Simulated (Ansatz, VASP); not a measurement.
## One calculation of Ba, two programs

INCAR

```
SYSTEM = Ba
ALGO = Fast
EDIFF = 1E-7
ENCUT = 520
GGA = PE
ISIF = 2
ISMEAR = 0
LASPH = .TRUE.
LCHARG = .FALSE.
LREAL = .FALSE.
LWAVE = .FALSE.
NBANDS = 17
NELM = 100
PREC = Accurate
SIGMA = 0.1
```

KPOINTS

```
k-points
0
G
  12 12 6
  0 0 0
```

File POSCAR:

```
Ba
1.0
    4.6208003043      0.0000000000      0.0000000000
   -2.3104001522      4.0017304493      0.0000000000
    0.0000000000      0.0000000000      7.1093544923
Ba
2
Direct
    0.3333333333      0.6666666667      0.2500000000
    0.6666666667      0.3333333333      0.7500000000
```

Input for Ansatz:

```yaml
crystal:
  lattice:
    - [4.6208003043, 0.0, 0.0]
    - [-2.3104001522, 4.0017304493, 0.0]
    - [0.0, 0.0, 7.1093544923]
  atoms:
    - { symbol: Ba, position: [0.3333333333, 0.6666666667, 0.25] }
    - { symbol: Ba, position: [0.6666666667, 0.3333333333, 0.75] }
basis:
  ecutwfc: 420
kpoints:
  mp_grid: { grid: [12, 12, 6] }
hamiltonian:
  xc: pbe
scf:
  occupations: { method: gaussian, width: 0.1 }
output:
  forces: true
  stress: true
  eigenvalues: true
  populations: true
```

Alike in both runs: task single point; functional PBE; k mesh 12 × 12 × 6; occupations gaussian, width 0.1 eV; no spin polarisation.

|  | VASP | Ansatz |
| --- | --- | --- |
| version | VASP 6.6.1 | Ansatz 0.2.0 |
| potentials or method | VASP PAW PBE potentials, release 64 (Ba_sv) | scalar-relativistic, plane waves, PAW |
| plane-wave cutoff (eV) | 520 | 420 |
| valence electrons in the cell | 20 | 20 |

|  | VASP | Ansatz | Ansatz less VASP |
| --- | --- | --- | --- |
| gap on the k mesh at the Fermi level (eV) | none | none | - |
| pressure (GPa) | -0.2 | -0.3 | -0.04 |
| largest component of the traceless stress (GPa) | 0.73 | 0.73 | -0.006 |

A gap of «none» marks a metal or a gap that the smearing closes.

Spin-orbit coupling is left out, which matters for the levels of Ba.
